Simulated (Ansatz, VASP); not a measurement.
## One calculation of Pd, two programs

```
Pd
1.0
     2.78759    0.00000    0.00000
    -1.39380    2.41413    0.00000
     0.00000    0.00000   18.55212
Pd
3
Direct
  0.66667 0.33333 0.37732
  0.33333 0.66667 0.50000
  0.00000 0.00000 0.62268
```

Alike in both runs: functional PBE; k mesh 12 × 12 × 1; occupations gaussian, width 0.1 eV; no spin polarisation.

Ansatz relaxed the structure, and its values are those at the end. VASP's run is a single point on that final structure, the one shown.

|  | VASP | Ansatz |
| --- | --- | --- |
| version | VASP 6.6.1 | Ansatz 0.2.0 |
| potentials or method | VASP PAW PBE potentials, release 64 (Pd) | scalar-relativistic, plane waves, PAW |
| plane-wave cutoff (eV) | 520 | 420 |
| valence electrons in the cell | 30 | 54 |

|  | VASP | Ansatz | Ansatz less VASP |
| --- | --- | --- | --- |
| gap on the k mesh at the Fermi level (eV) | none | none | - |
| rms of the force components (eV/Å) | 0.006 | 0.002 | -0.0037 |
| work function, face that differs most (eV) | 5.15 | 5.28 | +0.125 |

A gap of «none» marks a metal or a gap that the smearing closes. The two sets of potentials don't hold the same shells in valence.
